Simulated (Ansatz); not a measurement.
# CoSn: further runs on the relaxed cell

An exercise on one series of results from a longer session: the logs are not shown, and one member is left open.

Computed with Ansatz 0.2.0 (DFT PBEsol, scalar-relativistic, plane waves, PAW, unless a step's input says otherwise).

1 further run of the same task is left out (set aside as unsound or not needed).

## Starting point

It takes space group P6/mmm (No. 191, hexagonal). The conventional cell has a = 5.220 Å, b = 5.220 Å, c = 4.168 Å, α = 90.00°, β = 90.00°, γ = 120.00°. Co (site symmetry mmm) is surrounded by 6 Sn at 2.57 to 2.61 Å and 4 Co at 2.61 Å. Around Sn (site symmetry -6m2) lie 6 Co at 2.57 Å. Sn (site symmetry 6/mmm) is surrounded by 6 Co at 2.61 Å.

Coordinates:

```xyz
6
Lattice="5.2197 0.0000 0.0000 -2.6099 4.5204 0.0000 0.0000 0.0000 4.1685" Properties=species:S:1:pos:R:3 pbc="T T T"
Co   -1.3049    2.2602    0.0000
Co    1.3049    2.2602    0.0000
Co    2.6099    0.0000    0.0000
Sn    2.6099    1.5068    2.0842
Sn    0.0000    3.0136    2.0842
Sn    0.0000    0.0000    0.0000
```

It goes back to an entry of the Materials Project.

It is the result of an earlier relaxation at this level (volume 16.39 Å³/atom; gap on the mesh: none (metal)).

The first run:

Input file input.yaml:

```yaml
crystal:
  lattice:
    - [5.2197158249, 0.0, 0.0]
    - [-2.6098579124, 4.5204065049, 0.0]
    - [0.0, 0.0, 4.1684718843]
  atoms:
    - { symbol: Co, position: [0.0, 0.5, 0.0] }
    - { symbol: Co, position: [0.5, 0.5, 0.0] }
    - { symbol: Co, position: [0.5, 0.0, 0.0] }
    - { symbol: Sn, position: [0.6666666667, 0.3333333333, 0.5] }
    - { symbol: Sn, position: [0.3333333333, 0.6666666667, 0.5] }
    - { symbol: Sn, position: [0.0, 0.0, 0.0] }
basis:
  ecutwfc: 420
kpoints:
  mp_grid: { grid: [12, 12, 8] }
  band_path:
    path:
      - [[0.0, 0.0, 0.0], [0.5, 0.0, 0.0], [0.33333333, 0.33333333, 0.0], [0.0, 0.0, 0.0], [0.0, 0.0, 0.5], [0.5, 0.0, 0.5], [0.33333333, 0.33333333, 0.5], [0.0, 0.0, 0.5]]
      - [[0.5, 0.0, 0.5], [0.5, 0.0, 0.0]]
      - [[0.33333333, 0.33333333, 0.5], [0.33333333, 0.33333333, 0.0]]
    npoints: 14
hamiltonian:
  xc: pbesol
scf:
  occupations: { method: gaussian, width: 0.1 }
  n_extra_bands: 15
output:
  forces: true
  stress: true
  eigenvalues: true
  populations: true
  dos: { projected: true, de: 0.02, nscf_kmesh: { grid: [18, 18, 12] } }
  bader: true
  write_density: true
  write_potential: true
  elf: true
  volumetric_format: npy
```

Started as:

```bash
$ ansatz run input.yaml --threads 2 --pin off --max-ram 5120MiB --backend cpu --events-out ev --progress --plain --runs-dir out
```

Steps of the session up to this table: Electronic structure at the relaxed geometry; Volume × 0.97; The cell scaled to 1.03 of its volume; Volume × 0.94; Volume × 1.06.

One of the session's tables, all rows but one given; the rest of the session is left out.

It belongs to the step «Energy against volume». 

| volume (Å³/atom) | energy above the lowest point (meV/atom) | pressure (GPa) |
| --- | --- | --- |
| 15.409 | 30.1 | 10.45 |
| 15.901 | ? | ? |
| 16.393 | 0.0 | -0.02 |
| 16.884 | 6.4 | -4.03 |
| 17.376 | 24.2 | -7.40 |

Estimate the missing values for volume (Å³/atom) = 15.901.

Worked estimate for «energy above the lowest point (meV/atom)». A straight line through the neighbours (15.409, 30.1) and (16.393, 0.0) gives 30.1 + (0.0 − 30.1) × (15.901 − 15.409) / (16.393 − 15.409) = 15.1; a parabola fitted to 3 rows on both sides gives 7.9.

**Answer.** energy above the lowest point (meV/atom): 7.0; pressure (GPa): 4.76. In «energy above the lowest point (meV/atom)» the line misses by +8.1 and the parabola by +0.9.

Caveats from the session: The final runs have no spin polarisation, so a magnetic state may lie lower.
